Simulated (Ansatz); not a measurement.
**Bi: response to strain**

Bi is deformed so: equal xx and yy strain of -3 %. What stress and forces result, by LAPW, PAW and all-electron datasets made for the crystal?

Method: DFT PBE, scalar-relativistic, in Ansatz 0.2.0.

### 1 Starting point

The structure is hexagonal, space group P6_3/mmc (No. 194). Conventional cell: a = 4.539 Å, b = 4.539 Å, c = 11.829 Å, α = 90.00°, β = 90.00°, γ = 120.00°.

Structure file:

```xyz
2
Lattice="4.5390 0.0000 0.0000 -2.2695 3.9309 0.0000 0.0000 0.0000 11.8290" Properties=species:S:1:pos:R:3 pbc="T T T"
Bi    0.0000    2.6206    2.9573
Bi    2.2695    1.3103    8.8718
```

Atoms are numbered in the order of the input: Bi1, Bi2.

### 2 After the deformation

Space group P6_3/mmc before, P6_3/mmc after.

### 3 Full-potential LAPW

input.yaml reads:

```yaml
crystal:
  lattice:
    - [4.4028302907, 0.0, 0.0]
    - [-2.2014151454, 3.8129628804, 0.0]
    - [0.0, 0.0, 11.829]
  atoms:
    - { symbol: Bi, position: [0.3333333333, 0.6666666667, 0.25] }
    - { symbol: Bi, position: [0.6666666667, 0.3333333333, 0.75] }
kpoints:
  mp_grid: { grid: [9, 9, 3] }
  band_path:
    path:
      - [0.0, 0.0, 0.0]
      - [0.5, 0.0, 0.0]
      - [0.3333333333, 0.3333333333, 0.0]
      - [0.0, 0.0, 0.0]
      - [0.0, 0.0, 0.5]
      - [0.5, 0.0, 0.5]
      - [0.3333333333, 0.3333333333, 0.5]
      - [0.0, 0.0, 0.5]
      - [0.5, 0.0, 0.5]
    npoints: 5
scf:
  occupations: { method: fermi_dirac, width: 0.03 }
hamiltonian:
  xc: pbe
  pseudopotentials: { kind: all_electron, lapw: { basis_error: 0.0005 } }
output:
  forces: true
  stress: true
  eigenvalues: true
```

The run is started by

```
ansatz run input.yaml --threads 1 --pin off --max-ram 3072MiB --backend cpu --events-out ev --progress --plain --runs-dir out
```

### 4 PAW on the default files

input.yaml reads:

```yaml
crystal:
  lattice:
    - [4.4028302907, 0.0, 0.0]
    - [-2.2014151454, 3.8129628804, 0.0]
    - [0.0, 0.0, 11.829]
  atoms:
    - { symbol: Bi, position: [0.3333333333, 0.6666666667, 0.25] }
    - { symbol: Bi, position: [0.6666666667, 0.3333333333, 0.75] }
kpoints:
  mp_grid: { grid: [9, 9, 3] }
scf:
  occupations: { method: fermi_dirac, width: 0.03 }
hamiltonian:
  xc: pbe
  pseudopotentials: { kind: paw }
output:
  forces: true
  stress: true
  eigenvalues: true
  efg: { contact_densities: true }
```

### 5 Datasets made for this crystal

Changes to input.yaml since step 4:

```diff
@@ -14,3 +14,3 @@
   xc: pbe
-  pseudopotentials: { kind: paw }
+  pseudopotentials: { kind: all_electron, datasets: crystal }
 output:
```

(Steps that only read results are left out.)

**Question.** What will these runs give? Wanted: pressure; largest shear or deviatoric stress.

**Answer**, as computed:

| quantity | value |
| --- | --- |
| pressure | LAPW -3.62, PAW -3.63, crystal datasets -3.62 GPa |
| largest shear or deviatoric stress (LAPW) | 3.33 GPa |

**Reading.** The largest part of the stress beyond the pressure is 3.33 GPa in size, in the zz component; the atoms are carried along and not relaxed. No run of the undeformed cell stands beside it, so the pressure holds what the given cell had before the change. PAW: stress within 0.01 GPa of LAPW. Crystal datasets: stress within 0.01 GPa of LAPW. Spin-orbit coupling is left out, though the cell holds Bi; in elements this heavy it can shift bands and gaps by tenths of an eV.
